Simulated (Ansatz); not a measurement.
AlN: changing the functional

Symmetry: P6_3mc, No. 186, hexagonal system. Conventional cell: a = 3.113 Å, b = 3.113 Å, c = 4.981 Å, α = 90.00°, β = 90.00°, γ = 120.00°. Al (site symmetry 3m) is surrounded by 4 N at 1.89 Å. N (site symmetry 3m) is surrounded by 4 Al at 1.89 Å.

Kept alike: task band structure; k mesh 10 × 10 × 6; occupations fermi-dirac, width 0.05 eV; no spin polarisation. Program: Ansatz, all-electron LAPW, scalar-relativistic. The mesh is that of the run's cell of 4 atoms. No spin-orbit coupling.

| run | band gap (eV) | pressure (GPa) |
| --- | --- | --- |
| A | 4.143 | 0.11 |
| B | 4.220 | 3.63 |
| C | 4.240 | -4.63 |

Pressure is positive in compression. Gaps are the smaller of the mesh's and the band path's.

**Question.** The runs differ in the functional alone: LDA; PBE; PBEsol. Which run is which?

**Answer.** Run A is PBEsol; run B is PBE; run C is LDA. The band gap runs from 4.143 (PBEsol) to 4.240 eV (LDA). From PBE: LDA +0.020; PBEsol -0.077. The pressure runs from -4.63 (LDA) to 3.63 GPa (PBE). From PBE: LDA -8.26; PBEsol -3.52. A positive pressure means that the functional's own cell is larger than the one given, a negative one that it is smaller.
